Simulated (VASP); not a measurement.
Runs of VASP 6.6.1 on CdSe. The structure is hexagonal, space group P6_3/mmc (No. 194). Conventional cell: a = 4.063 Å, b = 4.063 Å, c = 6.697 Å, α = 90.00°, β = 90.00°, γ = 120.00°. Around Cd (site symmetry -3m) lie 6 Se at 2.88 Å. Se (site symmetry -6m2) is surrounded by 6 Cd at 2.88 Å. The cell was built by a generator and needn't be a form met in nature.

```tsv
task	level	potentials or basis	cell	k mesh	cutoff (eV)	gap on the mesh (eV)	pressure (GPa)	relaxed volume (Å³/atom)
relaxation of cell and atoms	PBEsol	VASP PAW PBE potentials, release 64 (Cd, Se)	relaxed	6 × 6 × 4	600	none	0.0	(b)
single point	LDA	VASP PAW LDA potentials, release 64 (Cd, Se)	P6_3/mmc, 23.29 Å³/atom	12 × 12 × 4	520	none	-3.8	-
single point	PBEsol	VASP PAW PBE potentials, release 64 (Cd, Se)	P6_3/mmc, 22.65 Å³/atom	6 × 6 × 4	520	none	(a)	-
relaxation of cell and atoms	PBE	VASP PAW PBE potentials, release 64 (Cd, Se)	relaxed	12 × 12 × 4	600	none	0.0	24.05
single point	PBE	VASP PAW PBE potentials, release 64 (Cd, Se)	P6_3/mmc, 23.94 Å³/atom	12 × 12 × 4	520	none	0.3	-
```

Alike in all rows: no spin polarisation; smearing fermi-dirac 0.02 eV.

Q: Estimate the missing entries.

A: (a) 0.5; (b) 22.77.

Caveats: the PAW data sets were made with another functional, which shifts forces and pressure a little (some runs); the volume moved by over 15 % at a fixed basis, so the end points are rough (some runs).

A k mesh can miss the band edges, and the runs leave out spin-orbit coupling on Cd, Se.

A gap of «none» marks a metal or a gap under the smearing width.
